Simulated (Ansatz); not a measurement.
**Generalised stacking fault in ZnS**

Level of theory: DFT r2SCAN, scalar-relativistic, plane waves, PAW in Ansatz 0.2.0. Settings: plane waves to 500 eV, k-mesh 6×6×2 (Γ-centred), Gaussian smearing 0.05 eV. No spin polarisation. Energies are free energies at this smearing, counted from the undisturbed cell; pressure is positive in compression.

The undisturbed cell (relaxed at this level):

```xyz
8
Lattice="-2.6945 -2.6945 0.0000 2.6945 -2.6945 0.0000 0.0000 0.0000 10.7781" Properties=species:S:1:pos:R:3 pbc="T T T"
Zn    0.0000   -2.6945    2.0209
Zn    0.0000    0.0000    4.7154
Zn    0.0000   -2.6945    7.4099
Zn    0.0000    0.0000   10.1044
S    -1.3473   -1.3473    3.3681
S     1.3473   -1.3473    6.0627
S    -1.3473   -1.3473    8.7572
S     1.3473   -1.3473    0.6736
```

The cut lies on the cell's a–b face, a (0 -1 0) plane (indices in the standard cell, whose axes needn't be the Cartesian ones shown) of area 14.52 Å², between layers 1.35 Å apart. Vector c is tilted by f times 1·a − 1·b (length 5.389 Å) with the atoms' Cartesian places fixed: one unrelaxed fault a cell.

| f | γ (mJ/m²) |
| --- | --- |
| 0.0000 | 0 |
| 0.0833 | 410 |
| 0.1667 | 1413 |
| 0.2500 | 2337 |
| 0.3333 | 2730 |
| 0.4167 | 2876 |
| 0.5000 | 2970 |

(1) Predict the gap on the mesh (eV) at each point.

## Answers

(1)
```tsv
f	gap on the mesh (eV)
0.0000	2.70
0.0833	2.55
0.1667	2.29
0.2500	1.96
0.3333	1.53
0.4167	0.97
0.5000	0.62
```

Cost: 7 runs of about 6.4 core-minutes in all, on Intel Xeon Platinum 8259CL (Skylake/Cascade Lake) (shared hosts).